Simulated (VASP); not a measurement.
Runs of VASP 6.6.1 on SiNi2. The structure is hexagonal, space group P6_3/mmc (No. 194). The conventional cell has a = 3.836 Å, b = 3.836 Å, c = 4.948 Å, α = 90.00°, β = 90.00°, γ = 120.00°. Ni (site symmetry -6m2) has 5 Si at 2.21 to 2.47 Å and 6 Ni at 2.54 Å as nearest neighbours. Around Ni (site symmetry -3m) lie 8 Ni at 2.47 to 2.54 Å and 6 Si at 2.54 Å. Si (site symmetry -6m2) is surrounded by 11 Ni at 2.21 to 2.54 Å. 

```tsv
level	other keys	gap on the mesh (eV)	pressure (GPa)	moment (μB)	relaxed volume (Å³/atom)
PBEsol+D3	-	none	0.0	0.00	10.33
PBEsol	ISYM = 1	none	0.0	0.00	10.62
PBEsol+rVV10	-	none	0.0	0.00	(a)
PBEsol	-	none	0.0	0.00	10.62
PBEsol+D3(BJ)	-	none	-0.1	0.00	10.30
PBEsol+D4	-	none	-0.1	0.00	10.44
```

Alike in all rows: task relaxation of cell and atoms; potentials or basis VASP PAW PBE potentials, release 64 (Ni, Si); spin collinear, ferromagnetic start; cell relaxed; k mesh 6 × 6 × 5; cutoff (eV) 600; smearing fermi-dirac 0.05 eV.

Estimate the missing entries.

(a) 10.59.

Caveats: the PAW data sets were made with another functional, which shifts forces and pressure a little; pairwise dispersion overbinds metals, which lowers pressure and volume (some runs).

A gap of «none» marks a metal or a gap under the smearing width.
